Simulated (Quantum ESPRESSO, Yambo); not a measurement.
# AlN (F-43m): a self-consistent loop beyond G0W0, cycle by cycle, part 2 of 2

How far does self-consistency move the gap of AlN (F-43m)?

Quantum ESPRESSO 7.5 and Yambo 5.3.0; PBE and many-body steps on it, plane waves. Known limits of the many-body steps: not at the basis limit; coarse k mesh.

So far. Step 4 (G0W0): The gap on the mesh goes from 3.32 eV to 4.49 eV, a correction of +1.16 eV. Step 5 (evGW0, cycle 1): Against G0W0 in Yambo (4×4×4 mesh, 90 bands, screening to 210.9 eV, Godby-Needs plasmon pole), the gap moves by +0.150 eV.

## 6. evGW0, cycle 2

Level of this step: evGW0 on PBE, plane waves, norm-conserving pseudopotentials (Yambo).

The corrected levels of the last cycle go back in.

gw3.in reads:

```
HF_and_locXC
gw0
dyson
ppa
em1d
rim_cut
RandQpts= 1000000
RandGvec= 1 RL
EXXRLvcs= 72 Ry
VXCRLvcs= 288 Ry
Chimod= "HARTREE"
% BndsRnXp
 1 | 90 |
%
NGsBlkXp= 15.5 Ry
% LongDrXp
 1 | 1 | 1 |
%
% GbndRnge
 1 | 90 |
%
DysSolver= "n"
ExtendOut
PPAPntXp= 27.21138 eV
% QPkrange
 1 | 8 | 2 | 8 |
%
GfnQPdb= "E < ./gw2_fix/ndb.QP"
```

The run is started by

```console
> OMP_NUM_THREADS=1 mpirun -n 8 yambo -F gw3.in -J gw3,gw1_W -C gw3 > gw3.log
```

The program printed:

```text
 Yambo, version 5.3.0

 [02] CORE Variables Setup
 =========================

  [... cell, symmetries and grids as in the set-up ...]

  [02.05] Energies & Occupations
  ==============================

  [X] === General ===
  [X] Electronic Temperature                        :  0.000000  0.000000 [eV K]
  [X] Bosonic    Temperature                        :  0.000000  0.000000 [eV K]
  [X] Finite Temperature mode                       : no
  [X] El. density                                   :  0.38398E+24 [cm-3]
[...]
Sx RL components                                 :  1471

   QP @ state[ 1 ] K range                          :   1   8
   QP @ state[ 1 ] b range                          :   2   8
   GF energies kind                                 : Perdew, Burke & Ernzerhof(X)+Perdew, Burke & Ernzerhof(C)+ E < ./gw1/ndb.QP + @E Fit+ E < ./gw2_fix/
   GF WF`s kind                                     : Perdew, Burke & Ernzerhof(X)+Perdew, Burke & Ernzerhof(C)
   Xs energies kind                                 : Perdew, Burke & Ernzerhof(X)+Perdew, Burke & Ernzerhof(C)
   Xs WF`s kind                                     : Perdew, Burke & Ernzerhof(X)+Perdew, Burke & Ernzerhof(C)

 [13] Game Over & Game summary
```

Wall time 46 s (8 MPI ranks of Arm Neoverse V2, shared host); peak memory 2.2 GiB; 6.2 min of CPU time.

This step gave:

| Quantity | Value |
| --- | --- |
| quasiparticle gap on the mesh | 4.656 eV |
| gap of the density functional on the mesh | 3.325 eV |
| k of the valence top | 0, 0, 0 |
| k of the conduction bottom | 0, -0.5, -0.5 |
| least direct quasiparticle gap on the computed points | 5.779 eV |

Against the cycle before, the gap moves by +0.018 eV.

The program's own table gives 4.851 eV, which is too large where the input levels are shifted: this version takes Σc at the unshifted level E₀, yet steps from the shifted one. The value above is the Newton step from E₀, E₀ + Z(Σc + Σx − Vxc), rebuilt from the printed columns.

## 7. evGW0, cycle 3

gw4.in, as its differences from gw3.in of step 6:

```diff
@@ -27,2 +27,2 @@
 %
-GfnQPdb= "E < ./gw2_fix/ndb.QP"
+GfnQPdb= "E < ./gw3_fix/ndb.QP"
```

The run is started by

```console
> OMP_NUM_THREADS=1 mpirun -n 8 yambo -F gw4.in -J gw4,gw1_W -C gw4 > gw4.log
```

The program printed:

```text
 Yambo, version 5.3.0

 [02] CORE Variables Setup
 =========================

  [... cell, symmetries and grids as in the set-up ...]

  [02.05] Energies & Occupations
  ==============================

  [X] === General ===
  [X] Electronic Temperature                        :  0.000000  0.000000 [eV K]
  [X] Bosonic    Temperature                        :  0.000000  0.000000 [eV K]
  [X] Finite Temperature mode                       : no
  [X] El. density                                   :  0.38398E+24 [cm-3]
[...]
Sx RL components                                 :  1471

   QP @ state[ 1 ] K range                          :   1   8
   QP @ state[ 1 ] b range                          :   2   8
   GF energies kind                                 : Perdew, Burke & Ernzerhof(X)+Perdew, Burke & Ernzerhof(C)+ E < ./gw1/ndb.QP + @E Fit+ E < ./gw2_fix/
   GF WF`s kind                                     : Perdew, Burke & Ernzerhof(X)+Perdew, Burke & Ernzerhof(C)
   Xs energies kind                                 : Perdew, Burke & Ernzerhof(X)+Perdew, Burke & Ernzerhof(C)
   Xs WF`s kind                                     : Perdew, Burke & Ernzerhof(X)+Perdew, Burke & Ernzerhof(C)

 [13] Game Over & Game summary
```

Run time: 46 s. Hardware: 8 MPI ranks; peak memory 2.2 GiB; 6.2 min of CPU time.

Numbers from this step:

```yaml
quasiparticle_gap_on_the_mesh: 4.658 eV
gap_of_the_density_functional_on_the_mesh: 3.325 eV
k_of_the_valence_top: 0, 0, 0
k_of_the_conduction_bottom: 0, -0.5, -0.5
least_direct_quasiparticle_gap_on_the_computed_points: 5.781 eV
```

Against the cycle before, the gap moves by +0.002 eV.

The program's own table gives 4.855 eV, which is too large where the input levels are shifted: this version takes Σc at the unshifted level E₀, yet steps from the shifted one. The value above is the Newton step from E₀, E₀ + Z(Σc + Σx − Vxc), rebuilt from the printed columns.

## 8. evGW, cycle 1

This step: evGW on PBE, plane waves, norm-conserving pseudopotentials.

gw5.in, as its differences from gw4.in of step 7:

```diff
@@ -27,2 +27,3 @@
 %
-GfnQPdb= "E < ./gw3_fix/ndb.QP"
+GfnQPdb= "E < ./gw1/ndb.QP"
+XfnQPdb= "E < ./gw1/ndb.QP"
```

The run is started by

```console
> OMP_NUM_THREADS=1 mpirun -n 8 yambo -F gw5.in -J gw5 -C gw5 > gw5.log
```

The program printed:

```text
 Yambo, version 5.3.0

 [02] CORE Variables Setup
 =========================

  [... cell, symmetries and grids as in the set-up ...]

  [02.05] Energies & Occupations
  ==============================

  [X] === General ===
  [X] Electronic Temperature                        :  0.000000  0.000000 [eV K]
  [X] Bosonic    Temperature                        :  0.000000  0.000000 [eV K]
  [X] Finite Temperature mode                       : no
  [X] El. density                                   :  0.38398E+24 [cm-3]
[...]
Sx RL components                                 :  1471

   QP @ state[ 1 ] K range                          :   1   8
   QP @ state[ 1 ] b range                          :   2   8
   GF energies kind                                 : Perdew, Burke & Ernzerhof(X)+Perdew, Burke & Ernzerhof(C)+ E < ./gw1/ndb.QP + @E Fit
   GF WF`s kind                                     : Perdew, Burke & Ernzerhof(X)+Perdew, Burke & Ernzerhof(C)
   Xs energies kind                                 : Perdew, Burke & Ernzerhof(X)+Perdew, Burke & Ernzerhof(C)
   Xs WF`s kind                                     : Perdew, Burke & Ernzerhof(X)+Perdew, Burke & Ernzerhof(C)

 [15] Game Over & Game summary
```

Run time: 51 s. Hardware: 8 MPI ranks; peak memory 2.3 GiB; 6.7 min of CPU time.

Numbers from this step:

```yaml
quasiparticle_gap_on_the_mesh: 4.922 eV
gap_of_the_density_functional_on_the_mesh: 3.325 eV
k_of_the_valence_top: 0, 0, 0
k_of_the_conduction_bottom: 0, -0.5, -0.5
least_direct_quasiparticle_gap_on_the_computed_points: 6.042 eV
```

Against G0W0 in Yambo (4×4×4 mesh, 90 bands, screening to 210.9 eV, Godby-Needs plasmon pole), the gap moves by +0.434 eV.

The program's own table gives 5.081 eV, which is too large where the input levels are shifted: this version takes Σc at the unshifted level E₀, yet steps from the shifted one. The value above is the Newton step from E₀, E₀ + Z(Σc + Σx − Vxc), rebuilt from the printed columns.

## 9. evGW, cycle 2

gw6.in, as its differences from gw5.in of step 8:

```diff
@@ -27,3 +27,3 @@
 %
-GfnQPdb= "E < ./gw1/ndb.QP"
-XfnQPdb= "E < ./gw1/ndb.QP"
+GfnQPdb= "E < ./gw5_fix/ndb.QP"
+XfnQPdb= "E < ./gw5_fix/ndb.QP"
```

The run is started by

```console
> OMP_NUM_THREADS=1 mpirun -n 8 yambo -F gw6.in -J gw6 -C gw6 > gw6.log
```

The program printed:

```text
 Yambo, version 5.3.0

 [02] CORE Variables Setup
 =========================

  [... cell, symmetries and grids as in the set-up ...]

  [02.05] Energies & Occupations
  ==============================

  [X] === General ===
  [X] Electronic Temperature                        :  0.000000  0.000000 [eV K]
  [X] Bosonic    Temperature                        :  0.000000  0.000000 [eV K]
  [X] Finite Temperature mode                       : no
  [X] El. density                                   :  0.38398E+24 [cm-3]
[...]
Sx RL components                                 :  1471

   QP @ state[ 1 ] K range                          :   1   8
   QP @ state[ 1 ] b range                          :   2   8
   GF energies kind                                 : Perdew, Burke & Ernzerhof(X)+Perdew, Burke & Ernzerhof(C)+ E < ./gw1/ndb.QP + @E Fit+ E < ./gw5_fix/
   GF WF`s kind                                     : Perdew, Burke & Ernzerhof(X)+Perdew, Burke & Ernzerhof(C)
   Xs energies kind                                 : Perdew, Burke & Ernzerhof(X)+Perdew, Burke & Ernzerhof(C)
   Xs WF`s kind                                     : Perdew, Burke & Ernzerhof(X)+Perdew, Burke & Ernzerhof(C)

 [15] Game Over & Game summary
```

It took 51 s on 8 MPI ranks; peak memory 2.3 GiB; 6.7 min of CPU time.

This step gave:

```yaml
quasiparticle_gap_on_the_mesh: 5.051 eV
gap_of_the_density_functional_on_the_mesh: 3.325 eV
k_of_the_valence_top: 0, 0, 0
k_of_the_conduction_bottom: 0, -0.5, -0.5
least_direct_quasiparticle_gap_on_the_computed_points: 6.179 eV
```

Against the cycle before, the gap moves by +0.129 eV.

The program's own table gives 5.257 eV, which is too large where the input levels are shifted: this version takes Σc at the unshifted level E₀, yet steps from the shifted one. The value above is the Newton step from E₀, E₀ + Z(Σc + Σx − Vxc), rebuilt from the printed columns.

## 10. evGW, cycle 3

gw7.in, as its differences from gw6.in of step 9:

```diff
@@ -27,3 +27,3 @@
 %
-GfnQPdb= "E < ./gw5_fix/ndb.QP"
-XfnQPdb= "E < ./gw5_fix/ndb.QP"
+GfnQPdb= "E < ./gw6_fix/ndb.QP"
+XfnQPdb= "E < ./gw6_fix/ndb.QP"
```

The run is started by

```console
> OMP_NUM_THREADS=1 mpirun -n 8 yambo -F gw7.in -J gw7 -C gw7 > gw7.log
```

The program printed:

```text
 Yambo, version 5.3.0

 [02] CORE Variables Setup
 =========================

  [... cell, symmetries and grids as in the set-up ...]

  [02.05] Energies & Occupations
  ==============================

  [X] === General ===
  [X] Electronic Temperature                        :  0.000000  0.000000 [eV K]
  [X] Bosonic    Temperature                        :  0.000000  0.000000 [eV K]
  [X] Finite Temperature mode                       : no
  [X] El. density                                   :  0.38398E+24 [cm-3]
[...]
Sx RL components                                 :  1471

   QP @ state[ 1 ] K range                          :   1   8
   QP @ state[ 1 ] b range                          :   2   8
   GF energies kind                                 : Perdew, Burke & Ernzerhof(X)+Perdew, Burke & Ernzerhof(C)+ E < ./gw1/ndb.QP + @E Fit+ E < ./gw5_fix/
   GF WF`s kind                                     : Perdew, Burke & Ernzerhof(X)+Perdew, Burke & Ernzerhof(C)
   Xs energies kind                                 : Perdew, Burke & Ernzerhof(X)+Perdew, Burke & Ernzerhof(C)
   Xs WF`s kind                                     : Perdew, Burke & Ernzerhof(X)+Perdew, Burke & Ernzerhof(C)

 [15] Game Over & Game summary
```

The job ended after 51 s (8 MPI ranks; peak memory 2.3 GiB).

Numbers from this step:

```
quasiparticle gap on the mesh                         : 5.079 eV
gap of the density functional on the mesh             : 3.325 eV
k of the valence top                                  : 0, 0, 0
k of the conduction bottom                            : 0, -0.5, -0.5
least direct quasiparticle gap on the computed points : 6.214 eV
```

Against the cycle before, the gap moves by +0.028 eV.

The program's own table gives 5.299 eV, which is too large where the input levels are shifted: this version takes Σc at the unshifted level E₀, yet steps from the shifted one. The value above is the Newton step from E₀, E₀ + Z(Σc + Σx − Vxc), rebuilt from the printed columns.

## 11. evGW, cycle 4

gw8.in, as its differences from gw7.in of step 10:

```diff
@@ -27,3 +27,3 @@
 %
-GfnQPdb= "E < ./gw6_fix/ndb.QP"
-XfnQPdb= "E < ./gw6_fix/ndb.QP"
+GfnQPdb= "E < ./gw7_fix/ndb.QP"
+XfnQPdb= "E < ./gw7_fix/ndb.QP"
```

The run is started by

```console
> OMP_NUM_THREADS=1 mpirun -n 8 yambo -F gw8.in -J gw8 -C gw8 > gw8.log
```

The program printed:

```text
 Yambo, version 5.3.0

 [02] CORE Variables Setup
 =========================

  [... cell, symmetries and grids as in the set-up ...]

  [02.05] Energies & Occupations
  ==============================

  [X] === General ===
  [X] Electronic Temperature                        :  0.000000  0.000000 [eV K]
  [X] Bosonic    Temperature                        :  0.000000  0.000000 [eV K]
  [X] Finite Temperature mode                       : no
  [X] El. density                                   :  0.38398E+24 [cm-3]
[...]
Sx RL components                                 :  1471

   QP @ state[ 1 ] K range                          :   1   8
   QP @ state[ 1 ] b range                          :   2   8
   GF energies kind                                 : Perdew, Burke & Ernzerhof(X)+Perdew, Burke & Ernzerhof(C)+ E < ./gw1/ndb.QP + @E Fit+ E < ./gw5_fix/
   GF WF`s kind                                     : Perdew, Burke & Ernzerhof(X)+Perdew, Burke & Ernzerhof(C)
   Xs energies kind                                 : Perdew, Burke & Ernzerhof(X)+Perdew, Burke & Ernzerhof(C)
   Xs WF`s kind                                     : Perdew, Burke & Ernzerhof(X)+Perdew, Burke & Ernzerhof(C)

 [15] Game Over & Game summary
```

The job ended after 51 s (8 MPI ranks; peak memory 2.3 GiB).

Numbers from this step:

```
quasiparticle gap on the mesh                         : 5.093 eV
gap of the density functional on the mesh             : 3.325 eV
k of the valence top                                  : 0, 0, 0
k of the conduction bottom                            : 0, -0.5, -0.5
least direct quasiparticle gap on the computed points : 6.225 eV
```

Against the cycle before, the gap moves by +0.014 eV.

The program's own table gives 5.315 eV, which is too large where the input levels are shifted: this version takes Σc at the unshifted level E₀, yet steps from the shifted one. The value above is the Newton step from E₀, E₀ + Z(Σc + Σx − Vxc), rebuilt from the printed columns.

## 12. evGW, cycle 5

gw9.in, as its differences from gw8.in of step 11:

```diff
@@ -27,3 +27,3 @@
 %
-GfnQPdb= "E < ./gw7_fix/ndb.QP"
-XfnQPdb= "E < ./gw7_fix/ndb.QP"
+GfnQPdb= "E < ./gw8_fix/ndb.QP"
+XfnQPdb= "E < ./gw8_fix/ndb.QP"
```

The run is started by

```console
> OMP_NUM_THREADS=1 mpirun -n 8 yambo -F gw9.in -J gw9 -C gw9 > gw9.log
```

The program printed:

```text
 Yambo, version 5.3.0

 [02] CORE Variables Setup
 =========================

  [... cell, symmetries and grids as in the set-up ...]

  [02.05] Energies & Occupations
  ==============================

  [X] === General ===
  [X] Electronic Temperature                        :  0.000000  0.000000 [eV K]
  [X] Bosonic    Temperature                        :  0.000000  0.000000 [eV K]
  [X] Finite Temperature mode                       : no
  [X] El. density                                   :  0.38398E+24 [cm-3]
[...]
Sx RL components                                 :  1471

   QP @ state[ 1 ] K range                          :   1   8
   QP @ state[ 1 ] b range                          :   2   8
   GF energies kind                                 : Perdew, Burke & Ernzerhof(X)+Perdew, Burke & Ernzerhof(C)+ E < ./gw1/ndb.QP + @E Fit+ E < ./gw5_fix/
   GF WF`s kind                                     : Perdew, Burke & Ernzerhof(X)+Perdew, Burke & Ernzerhof(C)
   Xs energies kind                                 : Perdew, Burke & Ernzerhof(X)+Perdew, Burke & Ernzerhof(C)
   Xs WF`s kind                                     : Perdew, Burke & Ernzerhof(X)+Perdew, Burke & Ernzerhof(C)

 [15] Game Over & Game summary
```

The job ended after 51 s (8 MPI ranks; peak memory 2.3 GiB).

This step gave:

| Property | Result |
| --- | --- |
| quasiparticle gap on the mesh | 5.098 eV |
| gap of the density functional on the mesh | 3.325 eV |
| k of the valence top | 0, 0, 0 |
| k of the conduction bottom | 0, -0.5, -0.5 |
| least direct quasiparticle gap on the computed points | 6.230 eV |

Against the cycle before, the gap moves by +0.005 eV.

The program's own table gives 5.321 eV, which is too large where the input levels are shifted: this version takes Σc at the unshifted level E₀, yet steps from the shifted one. The value above is the Newton step from E₀, E₀ + Z(Σc + Σx − Vxc), rebuilt from the printed columns.

## 13. Side by side

Times are wall times on 8 MPI ranks of Arm Neoverse V2, shared host, good to a factor of about two.

| run | mesh | bands | screening cutoff (eV) | DFT gap (eV) | gap on the mesh (eV) | direct (eV) | time |
| --- | --- | --- | --- | --- | --- | --- | --- |
| G0W0 | 4×4×4 | 90 | 210.9 | 3.325 | 4.488 | 5.579 | 51 s |
| evGW0, cycle 1 | 4×4×4 | 90 | 210.9 | 3.325 | 4.638 | 5.756 | 47 s |
| evGW0, cycle 2 | 4×4×4 | 90 | 210.9 | 3.325 | 4.656 | 5.779 | 46 s |
| evGW0, cycle 3 | 4×4×4 | 90 | 210.9 | 3.325 | 4.658 | 5.781 | 46 s |
| evGW, cycle 1 | 4×4×4 | 90 | 210.9 | 3.325 | 4.922 | 6.042 | 51 s |
| evGW, cycle 2 | 4×4×4 | 90 | 210.9 | 3.325 | 5.051 | 6.179 | 51 s |
| evGW, cycle 3 | 4×4×4 | 90 | 210.9 | 3.325 | 5.079 | 6.214 | 51 s |
| evGW, cycle 4 | 4×4×4 | 90 | 210.9 | 3.325 | 5.093 | 6.225 | 51 s |
| evGW, cycle 5 | 4×4×4 | 90 | 210.9 | 3.325 | 5.098 | 6.230 | 51 s |

## 14. Outcome

| Property | Result |
| --- | --- |
| G0W0 | 4.488 eV |
| evGW0, cycle 1 | 4.638 eV |
| evGW0, cycle 2 | 4.656 eV |
| evGW0, cycle 3 | 4.658 eV |
| evGW, cycle 1 | 4.922 eV |
| evGW, cycle 2 | 5.051 eV |
| evGW, cycle 3 | 5.079 eV |
| evGW, cycle 4 | 5.093 eV |
| evGW, cycle 5 | 5.098 eV |
| known limits | not at the basis limit; coarse k mesh |

**Reading.** evGW0 ends at 4.66 eV, +0.17 eV from G0W0, after 3 cycles that took 2.3 min beside the first screening; the last moved the gap by 0.002 eV. evGW ends at 5.10 eV, +0.61 eV from G0W0, after 5 cycles that took 4.3 min beside the first screening; the last moved the gap by 0.005 eV. Bands and cutoff are finite, so the gap is not at the basis limit. The miss can reach some tenths of an eV and take either sign; the mesh is an error of its own. The 4×4×4 mesh is coarse for this cell, which bears on the long-range parts of exchange and screening.

[Paths, hosts, dates, memory and timing lines, banners, echoed tables and standing remarks are left out of the program output.]

[Logs are printed without paths, hosts, clocks, repeated set-up lines and the standing remarks that a program may print on its own settings, such as how far it seeks lower states.]

[Runs of the session that timed out or met a known fault of the program may be left out.]

[Hosts, paths, dates, database ids (printed as entryN), source tags and the programs' standing remarks are cut or masked in the printed files.]
